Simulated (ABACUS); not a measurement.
# Fe (Im-3m) in ABACUS: further runs

One crystal, Fe, is run at these levels: PBE; tasks: single point.

Everything below comes from runs of ABACUS 3.10.1. Logs are shortened: lines on timing, memory, paths and dates and some standing lists are left out, and cuts for length are marked.

## Step 1: The undisturbed crystal

Symmetry: Im-3m, No. 229, cubic system. The conventional cell has a = 2.886 Å, b = 2.886 Å, c = 2.886 Å, α = 90.00°, β = 90.00°, γ = 90.00°. Fe (site symmetry m-3m) has 8 Fe at 2.50 Å as nearest neighbours.

## Step 2: Single point, PBE, collinear spin, ferromagnetic start (cell strained by -0.06 along c)

Contents of INPUT:

```
INPUT_PARAMETERS
suffix              Fe
calculation         scf
basis_type          pw
pseudo_dir          ./
symmetry            1
dft_functional      pbe
ecutwfc             90
pseudo_rcut         7
nspin               2
nbands              14
ks_solver           dav
smearing_method     fd
smearing_sigma      0.00367493
scf_thr             1e-08
scf_nmax            100
mixing_type         broyden
mixing_beta         0.4
cal_force           1
cal_stress          1
kpar                4
```

Contents of STRU:

```
ATOMIC_SPECIES
Fe 55.8450 Fe.upf

LATTICE_CONSTANT
1.8897261246

LATTICE_VECTORS
-1.4141400000 1.4718600000 1.4141400000
1.4718600000 -1.4141400000 1.4141400000
1.3564200000 1.3564200000 -1.3564200000

ATOMIC_POSITIONS
Cartesian

Fe
0.0
1
0.0000000000 0.0000000000 0.0000000000 1 1 1 mag 3
```

Contents of KPT:

```
K_POINTS
0
Gamma
9 9 9 0 0 0
```

Potentials or basis: PseudoDojo NC SR 0.4.1 PBE standard, plane waves.

Command:

```sh
$ OMP_NUM_THREADS=1 mpirun -np 4 abacus > log
```

running log:

```text
ABACUS v3.10.1

               Atomic-orbital Based Ab-initio Computation at UStc

 ------------------------------------------------------------------------------------

 READING GENERAL INFORMATION
                           global_out_dir = OUT.Fe/
                           global_in_card = INPUT
                               pseudo_dir = ./
                              orbital_dir =
                                    DSIZE = 4
                                    GSIZE = 1

 READING UNITCELL INFORMATION
                                    ntype = 1
                  lattice constant (Bohr) = 1.88973
              lattice constant (Angstrom) = 1

 READING ATOM TYPE 1
                               atom label = Fe
                      L=0, number of zeta = 1
                      L=1, number of zeta = 1
                      L=2, number of zeta = 1
             number of atom for this type = 1
               magnetization of element 1 = 3

                        TOTAL ATOM NUMBER = 1
CARTESIAN COORDINATES ( UNIT =       1.889726124600 Bohr ).
    atom                   x                   y                   z     mag                  vx                  vy                  vz
tauc_Fe1            0.0000000000        0.0000000000        0.0000000000  3.0000        0.0000000000        0.0000000000        0.0000000000

                          Volume (Bohr^3) = 76.2401
                             Volume (A^3) = 11.2976

 Lattice vectors: (Cartesian coordinate: in unit of a_0)
             -1.41414            +1.47186            +1.41414
             +1.47186            -1.41414            +1.41414
             +1.35642            +1.35642            -1.35642
 Reciprocal vectors: (Cartesian coordinate: in unit of 2 pi/a_0)
                   +0             +0.3465             +0.3465
              +0.3465                  +0             +0.3465
            +0.361245           +0.361245          -0.0147447
 The esolver type has been set to : ksdft_pw

                PAO radial cut off (Bohr) = 7

 Read in pseudopotential file is Fe.upf
                     pseudopotential type = NC
          exchange-correlation functional = PBE
                 nonlocal core correction = 1
                        valence electrons = 16
                                     lmax = 2
                           number of zeta = 4
                     number of projectors = 6
                           L of projector = 0
                           L of projector = 0
                           L of projector = 1
                           L of projector = 1
                           L of projector = 2
                           L of projector = 2
     initial pseudo atomic orbital number = 10
 The readin total magnetization is 3

 SETUP THE ELECTRONS NUMBER
            electron number of element Fe = 16
      total electron number of element Fe = 16
            AUTOSET number of electrons:  = 16
                           occupied bands = 8
                                   NBANDS = 14
                                   NLOCAL = 9

%%%%%%%%%%%%%%%%%%%%%%%%%%%%%%%%%%%%%%%%%%%%%%%%%%%%%%%%%%%%%%%%%%%%%%%%%%%%%%%%%%%%%%%%%%%%%%%%%%%%%%%%%%
 Warning: the number of valence electrons in pseudopotential > 8 for Fe: [Ar] 3d6 4s2
 Pseudopotentials with additional electrons can yield (more) accurate outcomes, but may be less efficient.
 If you're confident that your chosen pseudopotential is appropriate, you can safely ignore this warning.
%%%%%%%%%%%%%%%%%%%%%%%%%%%%%%%%%%%%%%%%%%%%%%%%%%%%%%%%%%%%%%%%%%%%%%%%%%%%%%%%%%%%%%%%%%%%%%%%%%%%%%%%%%

 SETUP THE PLANE WAVE BASIS
 energy cutoff for charge/potential (unit:Ry) = 360
            fft grid for charge/potential = [ 30, 30, 27 ]
                        fft grid division = [ 1, 1, 1 ]
        big fft grid for charge/potential = [ 30, 30, 27 ]
                                     nbxx = 24300
                                     nrxx = 24300

 SETUP PLANE WAVES FOR CHARGE/POTENTIAL
                    number of plane waves = 8757
                         number of sticks = 591

 PARALLEL PW FOR CHARGE/POTENTIAL
     PROC   COLUMNS(POT)             PW
        1            591           8757
 --------------- sum -------------------
        1            591           8757
                            number of |g| = 639
                                  max |g| = 32.5012
                                  min |g| = 0

----------- Double Check Mixing Parameters Begin ------------
mixing_type: broyden
[... 60 lines left out ...]
                     BRAVAIS LATTICE NAME = 07. Rhombohedral (Trigonal) cell
                                    ibrav = 7
                       right hand lattice = 1
(for k-lattice: )
                             BRAVAIS TYPE = 7
                     BRAVAIS LATTICE NAME = 07. Rhombohedral (Trigonal) cell
                                    ibrav = 7
                       right hand lattice = 1
                        ROTATION MATRICES = 12
                               nkstot_ibz = 85
K-POINTS REDUCTION ACCORDING TO SYMMETRY
     IBZ    DIRECT_X    DIRECT_Y    DIRECT_Z  WEIGHT  ibz2bz
       1  0.00000000  0.00000000  0.00000000  0.0014       0
       2 -0.11111111  0.11111111  0.00000000  0.0082       1
       3 -0.22222222  0.22222222  0.00000000  0.0082       2
       4 -0.33333333  0.33333333  0.00000000  0.0082       3
       5 -0.44444444  0.44444444  0.00000000  0.0082       4
       6 -0.11111111  0.22222222  0.00000000  0.0082      10
[... 22 lines left out ...]
      29  0.44444444  0.44444444 -0.11111111  0.0082     131
      30  0.44444444  0.33333333 -0.11111111  0.0082     132
[... 55 further k points ...]

                               nkstot now = 85
[... K-POINTS DIRECT COORDINATES: 85 rows ...]

           k-point number in this process = 22
       minimum distributed K point number = 21
[... stars of the k points ...]
                             nks(nspin=2) = 44
                          nkstot(nspin=2) = 170

[... K-POINTS CARTESIAN COORDINATES: 44 rows ...]

[... K-POINTS DIRECT COORDINATES: 44 rows ...]

 SETUP PLANE WAVES FOR WAVE FUNCTIONS
     energy cutoff for wavefunc (unit:Ry) = 90
              fft grid for wave functions = [ 30, 30, 27 ]
                    number of plane waves = 1649
                         number of sticks = 197

 PARALLEL PW FOR WAVE FUNCTIONS
     PROC   COLUMNS(POT)             PW
        1            197           1649
 --------------- sum -------------------
        1            197           1649

 SETUP NONLOCAL PSEUDOPOTENTIALS IN PLANE WAVE BASIS
 Fe non-local projectors:
 projector 1 L=0
 projector 2 L=0
 projector 3 L=1
 projector 4 L=1
 projector 5 L=2
 projector 6 L=2
      TOTAL NUMBER OF NONLOCAL PROJECTORS = 18

 Init Non-Local PseudoPotential table :
 Init Non-Local-Pseudopotential done.

                                     npwx = 1117

 Make real space PAO into reciprocal space.
       max mesh points in Pseudopotential = 701
     dq(describe PAO in reciprocal space) = 0.01
                                    max q = 1143

 number of pseudo atomic orbitals for Fe is 4
WARNING: norm of atomic wavefunction # 3 of atomic type Fe is 0.999976, renormalized
WARNING: norm of atomic wavefunction # 4 of atomic type Fe is 0.996498, renormalized

 -------------------------------------------
 SELF-CONSISTENT
 -------------------------------------------
                                 init_chg = atomic

 PW ALGORITHM --------------- ION=   1  ELEC=   1--------------------------------
 Notice: Threshold on eigenvalues was too large.
 hsover_error=0.16 > DRHO=0.0409235
 Origin diag ethr = 0.01
 New diag ethr = 0.000255772
          total magnetism (Bohr mag/cell) = 2.42646
       absolute magnetism (Bohr mag/cell) = 2.44365
                        nelec for spin up = 9.21323
                      nelec for spin down = 6.78677

 Density error is 0.0411559365996
                          Error Threshold = 0.000255771788692
----------------------------------------------------------
     Energy           Rydberg                 eV
----------------------------------------------------------
 E_KohnSham     -250.6646472852      -3410.4674902386
 E_Harris       -252.3100917096      -3432.8549101525
 E_Fermi        1.4084655050         19.1631563039
----------------------------------------------------------
[... 119 lines left out ...]
 Density error is 6.43844486066e-10
                          Error Threshold = 6.25763437442e-11
----------------------------------------------------------
     Energy           Rydberg                 eV
----------------------------------------------------------
 E_KohnSham     -250.6778754389      -3410.6474685034
 E_KS(sigma->0) -250.6776173683      -3410.6439572733
 E_Harris       -250.6779003315      -3410.6478071847
 E_band         -15.3914518487       -209.4114456345
 E_one_elec     -101.9416169589      -1386.9868539749
 E_Hartree      61.1343764850        831.7758638736
 E_xc           -35.5814713321       -484.1107533401
 E_Ewald        -174.2886474918      -2371.3187026018
 E_entropy(-TS) -0.0005161411        -0.0070224603
 E_descf        0.0000000000         0.0000000000
 E_exx          0.0000000000         0.0000000000
 E_Fermi        1.3688740215         18.6244865366
----------------------------------------------------------

 charge density convergence is achieved
 final etot is -3410.6474685 eV
 EFERMI = 18.624486537 eV

 STATE ENERGY(eV) AND OCCUPATIONS    NSPIN == 2
SPIN UP :
 1/22 kpoint (Cartesian) = 0.0000 0.0000 0.0000 (1085 pws)
       1       -69.3516     0.00137174
       2       -35.2579     0.00137174
       3       -35.2579     0.00137174
       4       -35.1438     0.00137174
       5        10.1776     0.00137174
       6        15.9820     0.00137174
       7        16.3983     0.00137174
       8        16.3983     0.00137174
       9        17.5580     0.00137174
      10        17.5580     0.00137174
      11        42.0453        0.00000
      12        43.5657        0.00000
      13        43.5657        0.00000
      14        48.1215        0.00000
[... 66 lines left out ...]
       1       -69.3290     0.00823045
       2       -35.3799     0.00823045
       3       -35.2901     0.00823045
       4       -35.1545     0.00823045
       5        11.5706     0.00823045
       6        15.7702     0.00823045
       7        16.0219     0.00823045
       8        17.1512     0.00823045
       9        17.4345     0.00823045
      10        17.6669     0.00823045
      11        37.1145        0.00000
      12        38.6024        0.00000
      13        44.1394        0.00000
      14        44.7542        0.00000

[... levels at 38 further k points ...]

------------------------------------------------------------------------------------------
 TOTAL-FORCE (eV/Angstrom)
------------------------------------------------------------------------------------------
                       Fe1         0.0000000000         0.0000000000         0.0000000000
------------------------------------------------------------------------------------------

----------------------------------------------------------------
 TOTAL-STRESS (KBAR)
----------------------------------------------------------------
        35.5780465148        47.6563157159       -47.6563157159
        47.6563157159        35.5780465148       -47.6563157159
       -47.6563157159       -47.6563157159        35.5780465148
----------------------------------------------------------------
 TOTAL-PRESSURE: 35.578047 KBAR

 --------------------------------------------
 !FINAL_ETOT_IS -3410.6474685033954302 eV
 --------------------------------------------
```

Wall time 9.5 s (4 MPI ranks of Intel Xeon 6975P-C (Granite Rapids), shared host); peak memory 0.28 GiB.

What came out:

- Free energy: -3410.6475 eV
- Pressure: 3.6 GPa
- Band gap on the k mesh: none (metal or under the smearing width)
- Net moment: 2.26 μB per cell
- Absolute moment: 2.38 μB per cell

Stress tensor (GPa, compression positive):
```
 3.56  4.77 -4.77
 4.77  3.56 -4.77
-4.77 -4.77  3.56
```

## Step 3: Single point, PBE, collinear spin, ferromagnetic start (cell strained by -0.03 along c)

INPUT is that of step 2.

Contents of STRU:

```
ATOMIC_SPECIES
Fe 55.8450 Fe.upf

LATTICE_CONSTANT
1.8897261246

LATTICE_VECTORS
-1.4285700000 1.4574300000 1.4285700000
1.4574300000 -1.4285700000 1.4285700000
1.3997100000 1.3997100000 -1.3997100000

ATOMIC_POSITIONS
Cartesian

Fe
0.0
1
0.0000000000 0.0000000000 0.0000000000 1 1 1 mag 3
```

KPT is that of step 2.

Potentials or basis: PseudoDojo NC SR 0.4.1 PBE standard, plane waves.

Command:

```sh
$ OMP_NUM_THREADS=1 mpirun -np 4 abacus > log
```

Wall time 8.6 s (4 MPI ranks of Intel Xeon 6975P-C (Granite Rapids), shared host); peak memory 0.28 GiB.

Results (log left out):

| Item | Value |
| --- | --- |
| Free energy | -3410.6615 eV |
| Pressure | -1.6 GPa |
| Band gap on the k mesh | none (metal or under the smearing width) |
| Net moment | 2.36 μB per cell |
| Absolute moment | 2.50 μB per cell |

Stress tensor (GPa, compression positive):
```
-1.60  1.36 -1.36
 1.36 -1.60 -1.36
-1.36 -1.36 -1.60
```

Levels at points of the mesh, in eV from the Fermi level:
Spin up:
```csv
k point,band 5,band 6,band 7,band 8,band 9,band 10
"(0.00, 0.00, 0.00)",-8.30,-2.46,-2.28,-2.28,-1.15,-1.15
```
Spin down:
```csv
k point,band 5,band 6,band 7,band 8,band 9,band 10
"(0.00, 0.00, 0.00)",-8.20,-0.33,0.05,0.05,1.97,1.97
```
